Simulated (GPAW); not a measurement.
GaSb, 2 atoms in the cell. Symmetry: F-43m, No. 216, cubic system. Conventional cell: a = 6.118 Å, b = 6.118 Å, c = 6.118 Å, α = 90.00°, β = 90.00°, γ = 90.00°. Sb (site symmetry -43m) has 4 Ga at 2.65 Å as nearest neighbours. Ga (site symmetry -43m) is surrounded by 4 Sb at 2.65 Å. 

* Program: GPAW 26.7.0
* Task: single point
* Functional: PBE
* Potentials or basis: GPAW PAW data sets (gpaw-data 1.2.1)
* Cutoff: 600 eV
* Basis: pw
* k mesh: 8 × 8 × 8
* Occupations: gaussian, width 0.019 eV
* Spin: no spin polarisation
* Maxiter: 150

Potentials or basis: GPAW PAW data sets (gpaw-data 1.2.1), pw.

Run with:

```console
$ OMP_NUM_THREADS=1 python run.py
```

Hardware: 1 thread of Arm Neoverse V2, with other jobs on the host.

**Question.** Estimate the wall time of this run.

**Answer.** It took 12 s on 1 thread of Arm Neoverse V2 (shared host), peak memory 0.17 GiB. Counts: scf iterations 9, plane waves 1926, bands 18, k points 29.
